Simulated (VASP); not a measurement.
# ZrSe2 (P-3m1) in VASP: notebook

One crystal, ZrSe2, is run at these levels: PBE; tasks: single point.

Program: VASP 6.6.1. These are calculated values, not measurements. Logs are shortened: lines on timing, memory, paths and dates and some standing lists are left out, and cuts for length are marked.

**1. The crystal as given**

It takes space group P-3m1 (No. 164, trigonal). Conventional cell: a = 3.798 Å, b = 3.798 Å, c = 6.192 Å, α = 90.00°, β = 90.00°, γ = 120.00°. Zr (site symmetry -3m) is surrounded by 6 Se at 2.68 Å. Se (site symmetry 3m) is surrounded by 3 Zr at 2.68 Å.

**2. Single point, PBE, spin-orbit coupling, no magnetisation**

File INCAR:

```
SYSTEM = ZrSe2
PREC = Accurate ; ENCUT = 400
EDIFF = 1E-7 ; ISMEAR = 0
SIGMA = 0.02 ; LREAL = .FALSE.
LASPH = .TRUE. ; NELM = 100
ALGO = Normal ; ISIF = 2
LWAVE = .FALSE. ; LCHARG = .FALSE.
MAGMOM = 0 0 0 0 0 0 0 0 0 ; LORBIT = 11
LSORBIT = .TRUE. ; GGA_COMPAT = .FALSE.
LMAXMIX = 4 ; GGA = PE
NBANDS = 40
```

File KPOINTS:

```
Automatic mesh
0
G
  8 8 5
  0 0 0
```

File POSCAR:

```
ZrSe2
1.0
    3.7980000000      0.0000000000      0.0000000000
   -1.8990000000      3.2891644836      0.0000000000
    0.0000000000      0.0000000000      6.1920000000
Zr Se
1 2
Direct
    0.0000000000      0.0000000000      0.0000000000
    0.6666666667      0.3333333333      0.7500000000
    0.3333333333      0.6666666667      0.2500000000
```

Potentials or basis: VASP PAW PBE potentials, release 64 (Zr_sv, Se).

Run with:

```
> cat potpaw_PBE.64/Zr_sv/POTCAR potpaw_PBE.64/Se/POTCAR > POTCAR
> mpirun -np 1 vasp_ncl > vasp.out
```

OUTCAR:

```text
SYSTEM = ZrSe2
   PREC = Accurate
   ENCUT = 400
   EDIFF = 1E-7
   ISMEAR = 0
   LREAL = .FALSE.
   LASPH = .TRUE.
   NELM = 100
   ISIF = 2
   LORBIT = 11
   LSORBIT = .TRUE.
   GGA = PE

 Found     40 irreducible k-points:

 Following reciprocal coordinates:
            Coordinates               Weight
  0.000000  0.000000  0.000000      1.000000
  0.125000 -0.000000  0.000000      6.000000
  0.250000 -0.000000  0.000000      6.000000
  0.375000 -0.000000  0.000000      6.000000
  0.500000 -0.000000  0.000000      3.000000
  0.125000  0.125000  0.000000      6.000000
   k-points           NKPTS =     40   k-points in BZ     NKDIM =     40   number of bands    NBANDS=     40
   number of dos      NEDOS =    301   number of ions     NIONS =      3
   total plane-waves  NPLWV =  31360
   dimension x,y,z NGX =    28 NGY =   28 NGZ =   40
   dimension x,y,z NGXF=    56 NGYF=   56 NGZF=   80
   ions per type =               1   2
   NGX,Y,Z   is equivalent  to a cutoff of  12.26, 12.26, 10.74 a.u.
   NGXF,Y,Z  is equivalent  to a cutoff of  24.51, 24.51, 21.48 a.u.
 SYSTEM =  ZrSe2
   PREC   = accura    normal or accurate (medium, high low for compatibility)
   ISTART =      0    job   : 0-new  1-cont  2-samecut
   ICHARG =      2    charge: 1-file 2-atom 10-const
   ISPIN  =      1    spin polarized calculation?
   LNONCOLLINEAR =      T non collinear calculations
   LSORBIT =      T    spin-orbit coupling
   LASPH  =      T    aspherical Exc in radial PAW
   ENCUT  =  400.0 eV  29.40 Ry    5.42 a.u.   6.19  6.19 10.10*2*pi/ulx,y,z
   NELM   =    100;   NELMIN=  2; NELMDL= -5     # of ELM steps
   EDIFF  = 0.1E-06   stopping-criterion for ELM
   LREAL  =      F    real-space projection
   EDIFFG = 0.1E-05   stopping-criterion for IOM
   NSW    =      0    number of steps for IOM
   IBRION =     -1    ionic relax: 0-MD 1-quasi-New 2-CG
   NFREE  =      0    steps in history (QN), initial steepest desc. (CG)
   ISIF   =      2    stress and relaxation
   ISYM   =      2    0-nonsym 1-usesym 2-fastsym
   POTIM  = 0.5000    time-step for ionic-motion
   TEBEG  =    0.0;   TEEND  =   0.0 temperature during run
   PSTRESS=    0.0 pullay stress
   NELECT =      24.0000    total number of electrons
   NUPDOWN=      -1.0000    fix difference up-down
   EMIN   =  10.00;   EMAX   =-10.00  energy-range for DOS
   EFERMI =   0.00;   METHOD = LEGACY
   ISMEAR =     0;   SIGMA  =   0.02  broadening in eV -4-tet -1-fermi 0-gaus
   EFERMI_NEDOS =   21; number of points for ismear=-14 and -15
   IALGO  =     38    algorithm
   IMIX   =      4    mixing-type and parameters
     AMIX     =   0.40;   BMIX     =  1.00
     AMIX_MAG =   1.60;   BMIX_MAG =  1.00
  volume/ion in A,a.u.               =      25.78       174.00
  Fermi-wavevector in a.u.,A,eV,Ry     =   1.108293  2.094371 16.712230  1.228314
[... 283 lines left out ...]
  external PRESSURE =      19.7813871 kB  Pullay stress =       0.0000000 kB

 VOLUME and BASIS-vectors are now :
 -----------------------------------------------------------------------------
  energy-cutoff  :      400.00
  volume of cell :       77.35
      direct lattice vectors                 reciprocal lattice vectors
     3.798000000  0.000000000  0.000000000     0.263296472  0.152014289  0.000000000
    -1.899000000  3.289164484  0.000000000     0.000000000  0.304028578  0.000000000
     0.000000000  0.000000000  6.192000000     0.000000000  0.000000000  0.161498708

 POSITION                                       TOTAL-FORCE (eV/Angst)
 -----------------------------------------------------------------------------------
      0.00000      0.00000      0.00000         0.000000      0.000000      0.000000
      1.89900      1.09639      4.64400         0.000000     -0.000000     -0.305285
     -0.00000      2.19278      1.54800        -0.000000      0.000000      0.305285
 -----------------------------------------------------------------------------------
    total drift:                               -0.000000     -0.000000     -0.000000

  FREE ENERGIE OF THE ION-ELECTRON SYSTEM (eV)
  ---------------------------------------------------
  free  energy   TOTEN  =       -19.6744863725 eV

  energy  without entropy=      -19.6744863725  energy(sigma->0) =      -19.67448637

 Spin-Orbit-Coupling matrix elements

 Ion:    1  E_soc:     -0.1415520
 l=   1
     0.0000000    -0.0225367    -0.0225506
    -0.0225367     0.0000000    -0.0225367
    -0.0225506    -0.0225367     0.0000000
 l=   2
     0.0000000    -0.0002729     0.0000000    -0.0002729    -0.0006545
    -0.0002729     0.0000000    -0.0005032    -0.0003995    -0.0002729
     0.0000000    -0.0005032     0.0000000    -0.0005032     0.0000000
    -0.0002729    -0.0003995    -0.0005032     0.0000000    -0.0002729
    -0.0006545    -0.0002729     0.0000000    -0.0002729     0.0000000
 l=   3
     0.0000000     0.0000000     0.0000000     0.0000000     0.0000000     0.0000000     0.0000000
     0.0000000     0.0000000     0.0000000     0.0000000     0.0000000     0.0000000     0.0000000
     0.0000000     0.0000000     0.0000000     0.0000000     0.0000000     0.0000000     0.0000000
     0.0000000     0.0000000     0.0000000     0.0000000     0.0000000     0.0000000     0.0000000
[... 29 lines left out ...]
 l=   2
     0.0000000     0.0000008     0.0000000     0.0000008     0.0000021
     0.0000008     0.0000000     0.0000044     0.0000044     0.0000008
     0.0000000     0.0000044     0.0000000     0.0000044     0.0000000
     0.0000008     0.0000044     0.0000044     0.0000000     0.0000008
     0.0000021     0.0000008     0.0000000     0.0000008     0.0000000
 l=   3
     0.0000000     0.0000000     0.0000000     0.0000000     0.0000000     0.0000000     0.0000000
     0.0000000     0.0000000     0.0000000     0.0000000     0.0000000     0.0000000     0.0000000
     0.0000000     0.0000000     0.0000000     0.0000000     0.0000000     0.0000000     0.0000000
     0.0000000     0.0000000     0.0000000     0.0000000     0.0000000     0.0000000     0.0000000
     0.0000000     0.0000000     0.0000000     0.0000000     0.0000000     0.0000000     0.0000000
     0.0000000     0.0000000     0.0000000     0.0000000     0.0000000     0.0000000     0.0000000
     0.0000000     0.0000000     0.0000000     0.0000000     0.0000000     0.0000000     0.0000000

 total charge

# of ion       s       p       d       tot
------------------------------------------
    1        2.169   6.010   1.466   9.645
    2        1.462   2.409   0.028   3.899
    3        1.462   2.409   0.028   3.899
--------------------------------------------------
tot          5.093  10.827   1.522  17.442

 magnetization (x)

# of ion       s       p       d       tot
------------------------------------------
    1       -0.000   0.000   0.000  -0.000
    2        0.000  -0.000  -0.000  -0.000
    3        0.000  -0.000  -0.000  -0.000
--------------------------------------------------
tot         -0.000  -0.000  -0.000  -0.000

 magnetization (y)

# of ion       s       p       d       tot
------------------------------------------
    1        0.000   0.000  -0.000  -0.000
    2        0.000   0.000   0.000   0.000
    3        0.000   0.000   0.000   0.000
--------------------------------------------------
tot          0.000   0.000  -0.000   0.000

 magnetization (z)

# of ion       s       p       d       tot
------------------------------------------
    1       -0.000   0.000   0.000  -0.000
    2        0.000   0.000   0.000   0.000
    3        0.000   0.000   0.000   0.000
--------------------------------------------------
tot         -0.000   0.000   0.000  -0.000
```

stdout:

```text
POSCAR found type information on POSCAR ZrSe
 POSCAR found :  2 types and       3 ions
 scaLAPACK will be used
 LDA part: xc-table for (Slater+PW92), standard interpolation
 POSCAR, INCAR and KPOINTS ok, starting setup
 FFT: planning ... GRIDC
 FFT: planning ... GRID_SOFT
 FFT: planning ... GRID
 WAVECAR not read
 entering main loop
```

Wall time 2.5 min (1 thread of Intel Xeon Platinum 8559C (Emerald Rapids), shared host); peak memory 0.37 GiB.

These settings aren't checked as converged: the numbers below hold their error.

What came out:

```
Free energy                                           : -19.6745 eV
Pressure                                              : 2.0 GPa
Largest force                                         : 0.305 eV/Å
Valence electrons inside the program's atomic spheres : Zr 9.64; Se 3.90
```

Caveat: this functional lacks dispersion, which binds the layers, so the pressure and a relaxed spacing across them are unreliable.

**3. Single point, PBE, spin-orbit coupling, no magnetisation**

Changes to INCAR since step 2:

```diff
@@ -1,3 +1,3 @@
 SYSTEM = ZrSe2
-PREC = Accurate ; ENCUT = 400
+PREC = Accurate ; ENCUT = 500
 EDIFF = 1E-7 ; ISMEAR = 0
```

KPOINTS is that of step 2.

POSCAR is that of step 2.

Potentials or basis: VASP PAW PBE potentials, release 64 (Zr_sv, Se).

Run with:

```
> cat potpaw_PBE.64/Zr_sv/POTCAR potpaw_PBE.64/Se/POTCAR > POTCAR
> mpirun -np 1 vasp_ncl > vasp.out
```

Run time: 3.1 min. Hardware: 1 thread of Intel Xeon Platinum 8559C (Emerald Rapids), shared host; peak memory 0.43 GiB.

The run converged, but some of its settings lie outside the range that counts as converged, so its numbers aren't taken as properties of the crystal.

What came out:

| Item | Value |
| --- | --- |
| Free energy | -19.6755 eV |
| Pressure | 2.0 GPa |
| Largest force | 0.304 eV/Å |
| Valence electrons inside the program's atomic spheres | Zr 9.64; Se 3.90 |

Caveat: this functional lacks dispersion, which binds the layers, so the pressure and a relaxed spacing across them are unreliable.

**4. For comparison**

An earlier run on the cell as given: functional PBE; potentials or basis VASP PAW PBE potentials, release 64 (Zr_sv, Se); cutoff 520 eV; k mesh 8 × 8 × 5; occupations fermi-dirac, width 0.05 eV; no spin polarisation.

- Pressure: 2.0 GPa
- Largest force: 0.301 eV/Å
- Band gap on the k mesh: 0.41 eV, indirect (least direct gap 1.05 eV)
